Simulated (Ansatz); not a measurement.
**Squeezing In (omega type)**

```xyz
3
Lattice="5.4008 0.0000 0.0000 -2.7004 4.6772 0.0000 0.0000 0.0000 3.3183" Properties=species:S:1:pos:R:3 pbc="T T T"
In    0.0000    0.0000    0.0000
In    0.0000    3.1181    1.6592
In    2.7004    1.5591    1.6592
```

The cell comes from a relaxation on PAW files under the same functional, begun from a prototype that needn't be the stable phase.

Its volume is scaled, and at each volume shape and atoms are relaxed on PAW files; all methods then take that cell.

All numbers are PBE results (scalar-relativistic) from Ansatz 0.2.0, with a Γ-centred 8×8×10 k mesh, Fermi–Dirac smearing of 0.1 eV, no spin polarisation. Methods: LAPW: all electrons, basis error target 1 meV/atom; PAW: frozen-core files, cutoff 420 eV; crystal datasets: all electrons, by PAW datasets that the program makes for each cell; norm-conserving: pseudopotentials, cutoff 952 eV; PAW (cutoff 800 eV): frozen-core files, cutoff 800 eV.

Energies are extrapolated to zero smearing and count from the unscaled cell; pressure is positive in compression; gaps take the mesh and a band path. No temperature or zero-point motion is included.

| V/V0 | V (Å³/atom) | P LAPW (GPa) | ΔE LAPW (eV/atom) | P PAW − LAPW (GPa) | ΔE PAW − LAPW (meV/atom) | space group | shortest distance (Å) |
| --- | --- | --- | --- | --- | --- | --- | --- |
| 1.00 | 27.94 | 0.00 | 0.000 | -0.01 | 0.0 | P6/mmm | 3.118 |
| 0.90 | 25.15 | 4.70 | 0.036 | -0.01 | 0.0 | P6/mmm | 3.016 |
| 0.70 | 19.56 | 30.6 | 0.555 | 0.01 | 0.0 | P6/mmm | 2.783 |
| 0.50 | 13.97 | 141.0 | 3.061 | 0.09 | 1.2 | P6/mmm | 2.492 |
| 0.40 | 11.18 | 327.2 | 6.884 | 0.24 | 3.9 | P6/mmm | ? |

(1) Fill in "shortest distance (Å)" for the row "0.40".

(2) Fit the Vinet equation to the LAPW pressures over the whole range, with residuals weighted by 1/(|P| + 0.03·Pmax).

(3) From the table, what is the rise of the enthalpy H = E + pV up to the last row, and how stiff is the crystal between the last two rows?

(4) At the smallest volume, how far do crystal datasets and norm-conserving and PAW (cutoff 800 eV) lie from LAPW in pressure?

(5) How do the Löwdin populations by LAPW change from the unscaled cell to the last row?

Results:

(1) 2.314.

(2) V0 = 28.01 Å³/atom, B0 = 30.5 GPa and B0′ = 6.01, and the fit misses no point by more than 3.2 GPa. A fit over so wide a range pins B0 less well than one near rest.

(3) ΔH = 6.884 eV + (327.2 GPa × 11.18 Å³ − 0.00 GPa × 27.94 Å³) × 0.006242 eV/(GPa·Å³) = 29.71 eV/atom, of which pV makes 77 %. The mean bulk modulus there is −ΔP/Δln V = 834 GPa.

(4) crystal datasets: 0.00 GPa; norm-conserving: -0.41 GPa; PAW (cutoff 800 eV): -0.03 GPa, on a LAPW pressure of 327.2 GPa.

(5) In 4s 1.99 → 1.93, In 5s 1.37 → 0.97, In 4p 5.99 → 5.96, In 5p 1.65 → 2.19, In 4d 9.99 → 9.93 electrons an atom. These are projections on the shells that the free atoms fill; 0.04 e a cell lies outside them at the start and 0.08 e at the end.
